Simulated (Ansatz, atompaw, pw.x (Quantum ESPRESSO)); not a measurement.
**pw.x on bcc H: one setting changed**

Potential: PAW, atompaw 4.2.0.5, PBE; core none, reference 1s1; waves: 1s (bound): rc 1.50 bohr; 1s channel at 0.92 Ry: rc 1.50 bohr; 2p channel at 0.2 Ry: rc 1.50 bohr; 2p channel at 0.7 Ry: rc 1.50 bohr; local part: troulliermartins scheme with l = 2 at 0.5 Ry, radius 1.00 bohr; core correction: none; augmentation: gaussian compensation charge, radius 1.10 bohr; PAW radius 1.50 bohr; waves and projectors: custom polynom2 7 10 vanderbiltortho.

The reference run (k-mesh 18³, cutoffs 40/400 Ry, Fermi–Dirac 0.01 Ry, mixing_beta 0.4, conv_thr 1e-9, no spin) gives -2.12 GPa at 3.033 Å³/atom, where all-electron LAPW gives -2.27 GPa. This run, with its own iteration cap, changes nspin = 2 with starting_magnetization to 0.2.

```
&control
  calculation='scf', prefix='x', pseudo_dir='./', outdir='./tmp', tstress=.true., disk_io='none'
/
&system
  ibrav=0, nat=1, ntyp=1, ecutwfc=40, ecutrho=400, nbnd=7,
  occupations='smearing', smearing='fd', degauss=0.01, nspin=2, starting_magnetization(1)=0.2
/
&electrons
  conv_thr=1e-09, mixing_beta=0.4, electron_maxstep=50
/
ATOMIC_SPECIES
H 1.0 H.UPF
CELL_PARAMETERS angstrom
  -0.91187954 0.91187954 0.91187954
  0.91187954 -0.91187954 0.91187954
  0.91187954 0.91187954 -0.91187954
ATOMIC_POSITIONS crystal
H 0.0000 0.0000 0.0000
K_POINTS automatic
18 18 18 0 0 0
```

```bash
pw.x < H.scf.in > H.scf.out
```

Problem. How does the run end?

Solution. It converges in 6 iterations; the free energy moves by +0.0 meV/atom and the pressure by +0.00 GPa. The result is that of the reference run.

```
Message from routine setup:
     using ibrav=0 with symmetry is DISCOURAGED, use correct ibrav instead
     lattice parameter (alat)  =       2.9847  a.u.
     unit-cell volume          =      20.4677 (a.u.)^3
     number of electrons       =         1.00
     number of Kohn-Sham states=            7
     kinetic-energy cutoff     =      40.0000  Ry
     charge density cutoff     =     400.0000  Ry
     scf convergence threshold =      1.0E-09
     Exchange-correlation= SLA PW PBX PBC
     atomic species   magnetization
     number of k points=   195  Fermi-Dirac smearing, width (Ry)=  0.0100
     iteration #  1     ecut=    40.00 Ry     beta= 0.40
     total energy              =      -1.07349005 Ry
     estimated scf accuracy    <       0.00042350 Ry
     total magnetization       =     0.05 Bohr mag/cell
     absolute magnetization    =     0.05 Bohr mag/cell
     iteration #  2     ecut=    40.00 Ry     beta= 0.40
     total energy              =      -1.07469620 Ry
     estimated scf accuracy    <       0.00021434 Ry
     total magnetization       =     0.04 Bohr mag/cell
     absolute magnetization    =     0.04 Bohr mag/cell
     iteration #  3     ecut=    40.00 Ry     beta= 0.40
     total energy              =      -1.07522681 Ry
     estimated scf accuracy    <       0.00000188 Ry
     total magnetization       =     0.00 Bohr mag/cell
     absolute magnetization    =     0.00 Bohr mag/cell
     iteration #  4     ecut=    40.00 Ry     beta= 0.40
     total energy              =      -1.07523391 Ry
     estimated scf accuracy    <       0.00000028 Ry
     total magnetization       =    -0.00 Bohr mag/cell
     absolute magnetization    =     0.00 Bohr mag/cell
     iteration #  5     ecut=    40.00 Ry     beta= 0.40
     total energy              =      -1.07523469 Ry
     estimated scf accuracy    <          8.8E-09 Ry
     total magnetization       =     0.00 Bohr mag/cell
     absolute magnetization    =     0.00 Bohr mag/cell
     iteration #  6     ecut=    40.00 Ry     beta= 0.40
     the Fermi energy is     3.5493 ev
!    total energy              =      -1.07523472 Ry
     estimated scf accuracy    <          1.8E-10 Ry
     smearing contrib. (-TS)   =      -0.00045152 Ry
     The total energy is F=E-TS. E is the sum of the following terms:
     one-electron contribution =       0.62870947 Ry
     hartree contribution      =       0.02351958 Ry
     xc contribution           =      -0.67483017 Ry
     ewald contribution        =      -1.05595055 Ry
     one-center paw contrib.   =       0.00376847 Ry
     total magnetization       =    -0.00 Bohr mag/cell
     absolute magnetization    =     0.00 Bohr mag/cell
     convergence has been achieved in   6 iterations
          total   stress  (Ry/bohr**3)                   (kbar)     P=      -21.22
     Message from routine punch:
     Nothing written, as per user request (disk_io='none')
```

The run took about 2.6 s on one core of a shared host (AMD EPYC 9R45 96-Core Processor, 96 threads, 376 GiB, load 43).
